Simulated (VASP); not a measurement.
## BaTiO3: single point with r2SCAN

The system is BaTiO3.

```
Ba Ti O
1.0
     3.98322    0.00000    0.00000
     0.00000    3.98322    0.00000
     0.00000    0.00000    3.98322
Ba Ti O
1 1 3
Direct
  0.00000 0.00000 0.00000
  0.50000 0.50000 0.50000
  0.50000 0.50000 0.00000
  0.00000 0.50000 0.50000
  0.50000 0.00000 0.50000
```

| Item | Value |
| --- | --- |
| Program | VASP 6.6.1 |
| Task | single point |
| Functional | r2SCAN |
| Potentials or basis | VASP PAW PBE potentials, release 64 (Ba_sv, Ti_sv, O) |
| Cutoff | 520 eV |
| k mesh | 8 × 8 × 8 |
| Occupations | gaussian, width 0.02 eV |
| Spin | no spin polarisation |
| Further INCAR settings | ALGO = Normal; EDIFF = 1e-07; NBANDS = 28 |

```yaml
Pressure: 3.6 GPa
Band_gap_on_the_k_mesh: 2.17 eV, indirect (least direct gap 2.31 eV)
```

Levels at points of the mesh, in eV from the valence-band top:
| k point | band 16 | band 17 | band 18 | band 19 | band 20 | band 21 | band 22 | band 23 | band 24 | band 25 |
| --- | --- | --- | --- | --- | --- | --- | --- | --- | --- | --- |
| (0.00, 0.00, 0.00) | -1.15 | -1.15 | -0.14 | -0.14 | -0.14 | 2.17 | 2.17 | 2.17 | 4.27 | 4.27 |
| (0.50, 0.00, 0.00) | -1.96 | -1.84 | -1.84 | -0.75 | -0.75 | 2.33 | 3.93 | 3.93 | 4.28 | 6.45 |
| (0.50, 0.50, 0.00) | -2.74 | -1.78 | -0.88 | -0.88 | -0.09 | 3.94 | 3.94 | 4.39 | 5.21 | 8.26 |
| (0.50, 0.50, 0.50) | -2.41 | -2.41 | 0.00 | 0.00 | 0.00 | 4.64 | 4.64 | 4.64 | 7.48 | 7.48 |

Wall time 3.4 min on 1 thread of Intel(R) Xeon(R) Platinum 8488C (Sapphire Rapids), with other jobs on the host, peak memory 0.21 GiB.

Caveat: the PAW data sets were made with another functional, which shifts forces and pressure a little; spin-orbit coupling is left out, which moves the levels of the heavy elements. A k mesh can miss the band edges.
